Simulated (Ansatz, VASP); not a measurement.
## C in VASP and in Ansatz

The input INCAR:

```
ALGO     = Normal         # electronic algorithm
EDIFF    = 1E-7           # SCF threshold, eV
ENCUT    = 520            # plane-wave cutoff, eV
GGA      = PE             # functional
ISIF     = 2              # what is computed and relaxed
ISMEAR   = -1             # smearing method
LASPH    = T              # aspherical terms in the spheres
LCHARG   = T              # write CHGCAR
LELF     = T              # ELF
LREAL    = F              # projectors in reciprocal space
LVHAR    = T            
LWAVE    = F              # write WAVECAR
NBANDS   = 11             # bands
NELM     = 80             # most SCF steps
PREC     = Accurate       # precision mode
SIGMA    = 0.05           # smearing width, eV
```

File KPOINTS:

```
k-points
0
Gamma
  13 13 8
```

The input POSCAR:

```
C
1.0
    2.1273203072     -1.2282824400      0.0000000000
    2.1273203072      1.2282824400      0.0000000000
   -1.3790696309      0.0000000000      3.5028300786
C
2
Direct
    0.1666444700      0.1666444700      0.9999069600
    0.8333555300      0.8333555300      0.0000930400
```

File input.yaml:

```yaml
crystal:
  lattice:
    - [2.1273203072, -1.22828244, 0.0]
    - [2.1273203072, 1.22828244, 0.0]
    - [-1.3790696309, 0.0, 3.5028300786]
  atoms:
    - { symbol: C, position: [0.16664447, 0.16664447, 0.99990696] }
    - { symbol: C, position: [0.83335553, 0.83335553, 9.304e-05] }
hamiltonian:
  xc: pbe
  pseudopotentials: { kind: paw }
kpoints:
  mp_grid: { grid: [13, 13, 8] }
scf:
  occupations: { method: fermi_dirac, width: 0.05 }
output:
  forces: true
  stress: true
  eigenvalues: true
  write_density: true
  write_potential: true
  elf: true
  volumetric_format: npy
```

This is a stacking variant of graphite.

Alike in both runs: task single point; functional PBE; k mesh 13 × 13 × 8; occupations fermi-dirac, width 0.05 eV; no spin polarisation.

|  | VASP | Ansatz |
| --- | --- | --- |
| version | VASP 6.6.1 | Ansatz 0.2.0 |
| potentials or method | VASP PAW PBE potentials, release 64 (C) | Ansatz PAW |
| plane-wave cutoff (eV) | 520 | 420 |
| valence electrons in the cell | 8 | 8 |

```tsv
	VASP	Ansatz	Ansatz less VASP
gap on the k mesh at the Fermi level (eV)	0.93	0.93	0.000
least direct gap on the mesh (eV)	0.94	0.94	0.000
pressure (GPa)	4.2	3.8	-0.43
largest component of the traceless stress (GPa)	2.12	1.60	-0.519
```

The functional is the same, so the differences come from potentials, cutoffs and numerics.

Caveats: this functional lacks dispersion, which binds the layers, so the pressure and a relaxed spacing across them are unreliable; an odd mesh through Γ misses points on the zone boundary, where band edges often lie (VASP); odd divisions of the mesh miss points on the zone boundary, where band edges often lie, so the gap on the mesh can be too wide (Ansatz); the pressure holds a Pulay correction of +0.5 GPa for the finite cutoff (Ansatz).
